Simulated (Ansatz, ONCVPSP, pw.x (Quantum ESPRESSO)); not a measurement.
What a changed setting does to a pw.x run (bcc Mg)

Potential: optimised norm-conserving Vanderbilt (ONCV), ONCVPSP 4.0.1, PBE; core [Ne], reference 3s1 3p1; waves: 3s: rc 3.08 bohr, ncon 4, nbas 8, qcut 3.3 1/bohr, 2 projectors, debl 1 Ha; 3p: rc 2.82 bohr, ncon 4, nbas 8, qcut 3.8 1/bohr, 2 projectors, debl 1.3 Ha; d scattering state at 0.03 Ha: rc 2.38 bohr, ncon 5, nbas 9, qcut 5.1 1/bohr, 2 projectors, debl 3.5 Ha; local part: polynomial inside 1.66 bohr (lpopt 5, dvloc0 0 Ha); core correction: Teter function fitted to the true core (icmod 2), fcfact 0.4.

The reference run (k-mesh 13³, cutoffs 50/200 Ry, Fermi–Dirac 0.01 Ry, mixing_beta 0.4, conv_thr 1e-9, no spin) gives -0.20 GPa at 22.870 Å³/atom, where all-electron LAPW gives 0.19 GPa. This run, with its own iteration cap, changes ecutwfc (ecutrho with it) to 8, a wrong or extreme entry chosen on purpose.

```
&control
  calculation='scf', prefix='x', pseudo_dir='./', outdir='./tmp', tstress=.true., disk_io='none'
/
&system
  ibrav=0, nat=1, ntyp=1, ecutwfc=8, ecutrho=32, nbnd=8,
  occupations='smearing', smearing='fd', degauss=0.01
/
&electrons
  conv_thr=1e-09, mixing_beta=0.4, electron_maxstep=70
/
ATOMIC_SPECIES
Mg 1.0 Mg.UPF
CELL_PARAMETERS angstrom
  -1.78814222 1.78814222 1.78814222
  1.78814222 -1.78814222 1.78814222
  1.78814222 1.78814222 -1.78814222
ATOMIC_POSITIONS crystal
Mg 0.0000 0.0000 0.0000
K_POINTS automatic
13 13 13 0 0 0
```

```bash
pw.x < Mg.scf.in > Mg.scf.out
```

How does the run end?

It converges in 5 iterations; the free energy moves by +10.1 meV/atom and the pressure by -0.05 GPa. The result is not a property of the crystal.

```
Message from routine setup:
     using ibrav=0 with symmetry is DISCOURAGED, use correct ibrav instead
     lattice parameter (alat)  =       5.8528  a.u.
     unit-cell volume          =     154.3344 (a.u.)^3
     number of electrons       =         2.00
     number of Kohn-Sham states=            8
     kinetic-energy cutoff     =       8.0000  Ry
     charge density cutoff     =      32.0000  Ry
     scf convergence threshold =      1.0E-09
     Exchange-correlation= PBE
     number of k points=    84  Fermi-Dirac smearing, width (Ry)=  0.0100
     iteration #  1     ecut=     8.00 Ry     beta= 0.40
     total energy              =      -2.45829962 Ry
     estimated scf accuracy    <       0.00174874 Ry
     iteration #  2     ecut=     8.00 Ry     beta= 0.40
     total energy              =      -2.45807554 Ry
     estimated scf accuracy    <       0.00059237 Ry
     iteration #  3     ecut=     8.00 Ry     beta= 0.40
     total energy              =      -2.45808463 Ry
     estimated scf accuracy    <       0.00000011 Ry
     iteration #  4     ecut=     8.00 Ry     beta= 0.40
     total energy              =      -2.45808476 Ry
     estimated scf accuracy    <          2.5E-09 Ry
     iteration #  5     ecut=     8.00 Ry     beta= 0.40
     the Fermi energy is     3.6538 ev
!    total energy              =      -2.45808476 Ry
     estimated scf accuracy    <          3.0E-10 Ry
     smearing contrib. (-TS)   =      -0.00215244 Ry
     The total energy is F=E-TS. E is the sum of the following terms:
     one-electron contribution =       1.28898674 Ry
     hartree contribution      =       0.00319168 Ry
     xc contribution           =      -1.59414392 Ry
     ewald contribution        =      -2.15396680 Ry
     convergence has been achieved in   5 iterations
          total   stress  (Ry/bohr**3)                   (kbar)     P=       -2.48
     Message from routine punch:
     Nothing written, as per user request (disk_io='none')
```

The run took about 1.3 s on one core of a shared host (Intel(R) Xeon(R) Processor @ 2.60GHz, 24 threads, 31 GiB, load 13).
